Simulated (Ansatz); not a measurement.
# Platinum, fcc: r²SCAN0 after r²SCAN

Aim: see what exact exchange does to the levels and moments, and what it costs. The cell comes from an earlier r²SCAN relaxation. Exact exchange is dear, so the k-mesh is coarse, and r²SCAN is run on the same mesh for comparison.

Program: Ansatz 0.2.0. Level of theory: DFT, plane waves (500 eV) with PBE-made PAW files, scalar-relativistic; functionals as named at each step. These are calculated values, not measurements.

### 1 The structure to begin with

Symmetry: Fm-3m, No. 225, cubic system. Conventional cell: a = 3.940 Å, b = 3.940 Å, c = 3.940 Å, α = 90.00°, β = 90.00°, γ = 90.00°. Pt (site symmetry m-3m) is surrounded by 12 Pt at 2.79 Å.

As a file:

```
CELL_PARAMETERS angstrom
0.00000 1.96976 1.96976
1.96976 0.00000 1.96976
1.96976 1.96976 0.00000
ATOMIC_POSITIONS crystal
Pt 0.00000 0.00000 0.00000
```

The atoms start with moments of +1 μB.

### 2 r²SCAN on the coarse mesh

The run with r²SCAN.

input.yaml

```yaml
crystal:
  lattice:
    - [0.0, 1.9697586165, 1.9697586165]
    - [1.9697586165, 0.0, 1.9697586165]
    - [1.9697586165, 1.9697586165, 0.0]
  atoms:
    - { symbol: Pt, position: [0.0, 0.0, 0.0], spin: 1.0 }
hamiltonian:
  xc: r2scan
  pseudopotentials:
    kind: paw
    azcp:
      Pt: "pseudopotentials/Pt.paw.azcp"
basis:
  ecutwfc: 500
  fft_grid_basis: typed
kpoints:
  mp_grid: { grid: [7, 7, 7], shift: [0, 0, 0] }
magnetization:
  spin_polarized: true
scf:
  occupations: { method: fermi_dirac, width: 0.1 }
```

Standard output, shortened:

```text
Warning: RAYON_NUM_THREADS=4 ignored (pool sized by the plan → 4); use --threads N
[...]
Pseudopotentials: kind: paw
Pseudopotential: Pt, paw, valence charge 18, recommended cutoff 500 eV (meta_gga), <dir>
Functional definition: r2SCAN
[...]
Crystal: 1 atoms, lattice volume = 15.285 Å³
Basis set: ecut = 500 eV, 387 PW (Γ), exchange–correlation on 96×96×96 points (64 copies of the dense FFT grid, shifted against one another)
Bands: 14, of which v1, the nominal top of the filled ones, is band 9 counted from 1 (8 counted from 0)
Symmetry: 48 space group operations
Space group: Fm-3m (ITA 225), of the structure as read, at distance tolerance 2.5e-5 Å
Magnetic group: BNS 225.116 (UNI 1618), of the structure as read, at distance tolerance 2.5e-5 Å
k-points: 20 of 343
[...]
Starting moments: Σ|m| = 1 μB on 1 of 1 site
[...]
SCF iter   1: F=—  HF=-12536.845564 eV  |F-HF|=—  |Δ(HF+E_count)|=         —  Δρ=3.89e-2 (↑3.89e-2 ↓3.37e-2)  dr2=6.64e-1  dr2_τ=8.86e-3  dr2_m=2.77e-2  M=0.631 μB ∫|m|=0.643 μB  β_m=0.81  ethr=2.53e-3  ⟨swp⟩=2.0  Hψ=4234  notcnv=0
[...]
SCF iter  37: F=-12536.790207 eV  HF=-12536.790207 eV  |F-HF|=4.00e-11  |Δ(HF+E_count)|=  8.49e-10  Δρ=5.10e-7 (↑4.42e-7 ↓5.10e-7)  dr2=9.29e-13  dr2_τ=4.42e-12  dr2_m=3.13e-11  M=-0.272 μB ∫|m|=0.296 μB  ethr=1.00e-12  ⟨swp⟩=3.0  Hψ=1374  notcnv=0
[...]
at 10 of the mixer's solves, the last at iteration 25, it left a direction of its history that read negative out of its fit and stepped the other way along it
this state was not tested for a lower state beside it, because the mixer in use, unlike msr1, does not test its closes by its own steps (another_mixer; see scf.mixing.algorithm and scf.lower_state_search)
SCF converged after 37 iterations
Magnetization: -0.2721 μB (8.8640 up, 9.1360 down)
Absolute magnetization: 0.2958 μB (∫|ρ↑−ρ↓|, with the PAW one-centre terms)
Spin contamination: 0.0007 ħ² per cell (⟨S²⟩ above its minimum at these occupations)
Per-site moments (μB) at R_I (Å): [(-0.2824095850457206, 1.1490844818979205)]
Free energy (F): -12536.790207 eV
[...]
E sigma→0 (E₀):  -12536.766555 eV
Entropy (-TS):   -0.047305 eV (-47.305 meV/atom)
Fermi energy:    22.849559 eV
[...]
```

It took 3 s on 4 threads of an Arm CPU, shared host; peak memory 0.3 GiB.

### 3 r²SCAN0 on the coarse mesh

The run with r²SCAN0.

input.yaml, as its differences from that of step 2:

```diff
@@ -8,3 +8,3 @@
 hamiltonian:
-  xc: r2scan
+  xc: r2scan0
   pseudopotentials:
```

Standard output, shortened:

```text
Warning: RAYON_NUM_THREADS=4 ignored (pool sized by the plan → 4); use --threads N
[...]
[... 2 set-up lines as earlier in the session ...]
Functional definition: r2SCAN0
[...]
Crystal: 1 atoms, lattice volume = 15.285 Å³
Basis set: ecut = 500 eV, 387 PW (Γ), exchange–correlation on 96×96×96 points (64 copies of the dense FFT grid, shifted against one another)
Bands: 14, of which v1, the nominal top of the filled ones, is band 9 counted from 1 (8 counted from 0)
[... 2 set-up lines as earlier in the session ...]
Magnetic group: BNS 225.116 (UNI 1618), of the structure as read, at distance tolerance 2.5e-5 Å
k-points: 20 of 343
[...]
Starting moments: Σ|m| = 1 μB on 1 of 1 site
[...]
hybrid SCF converged: 4 outer / 18 inner (+16 warm-up), last move |dexx| = 5.03e-9 eV, tail = 4.43e-9 eV
Magnetization: 0.4263 μB (9.2131 up, 8.7869 down)
Absolute magnetization: 0.5218 μB (∫|ρ↑−ρ↓|, with the PAW one-centre terms)
Spin contamination: 0.0072 ħ² per cell (⟨S²⟩ above its minimum at these occupations)
Per-site moments (μB) at R_I (Å): [(0.4692618480616393, 1.1490844818979205)]
Free energy (F): -12533.158219 eV
Frozen-core exchange: fock
[...]
E sigma→0 (E₀):  -12533.154883 eV
Entropy (-TS):   -0.006672 eV (-6.672 meV/atom)
Fermi energy:    22.477736 eV
[...]
--- Band table (eV; the first three rows and the last of 40) ---
  k-point 0 ↑: bands = ["-82.4225", "-34.7059", "-34.7059", "-34.7059", "10.9094", "17.0833", "17.0833", "17.0833", "19.4315", "19.4315", "39.0068", "44.2531"]
[...]
  guard bands above this table: 2 of the run's 14 bands. The solve was not asked for them (output.publish_guard_bands: true or output.eigenvalues: true publishes all)
```

It took 14 s on 4 threads of an Arm CPU, shared host; peak memory 0.86 GiB.

### 4 Side by side

| functional | gap on the mesh | Fermi energy (eV) | magnetic state | SCF cycles | exchange loops | CPU time |
| --- | --- | --- | --- | --- | --- | --- |
| r²SCAN | none (levels filled in part) | 22.850 | ferromagnetic, up to 0.28 μB per atom | 37 | - | 9.1 s |
| r²SCAN0 | none (levels filled in part) | 22.478 | ferromagnetic, up to 0.47 μB per atom | 34 | 4 | 50 s |

### 5 Summary of results

```
                             quantity                                  value
                          r²SCAN: gap           none (levels filled in part)
               r²SCAN: magnetic state  ferromagnetic, up to 0.28 μB per atom
                         r²SCAN0: gap           none (levels filled in part)
              r²SCAN0: magnetic state  ferromagnetic, up to 0.47 μB per atom
  r²SCAN0: SCF cycles, exchange loops                                  34, 4
r²SCAN0: CPU time over that of r²SCAN                                    5.5
```

Both r²SCAN and r²SCAN0 leave levels filled in part. The largest moment goes from 0.28 to 0.47 μB. r²SCAN0 cost 5.5 times the CPU time of r²SCAN. r²SCAN0 needed 4 outer loops of the exchange operator. Absolute energies differ from functional to functional, by eV per atom at times, and say nothing by themselves. Real platinum is paramagnetic.
